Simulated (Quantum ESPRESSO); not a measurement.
Slab: In, a slab with vacuum.

```
In
1.0
     3.33548    0.00000    0.00000
    -1.66774    2.88861    0.00000
     0.00000    0.00000   26.01829
In
5
Direct
  0.66667 0.33333 0.28826
  0.33333 0.66667 0.39413
  0.66667 0.33333 0.50000
  0.33333 0.66667 0.60587
  0.66667 0.33333 0.71174
```

A sound run:

- Program: Quantum ESPRESSO 7.5
- Task: work function
- Functional: PBE
- Potentials or basis: PseudoDojo 0.4.1 SR PBE standard
- Cutoff: 952 eV
- Density cutoff: 3810 eV
- k mesh: 9 × 9 × 1
- Occupations: fermi-dirac, width 0.05 eV
- Spin: no spin polarisation

It gives largest force 0.128 eV/Å; band gap on the k mesh none (metal or under the smearing width).

**Question.** What do these careless settings give instead: cutoff 571 eV in place of 952 eV; density cutoff 2286 eV in place of 3810 eV?

**Answer.** Largest force 0.132 eV/Å; band gap on the k mesh none (metal or under the smearing width). The run converged, but these numbers show the error of the settings and aren't properties of the slab.
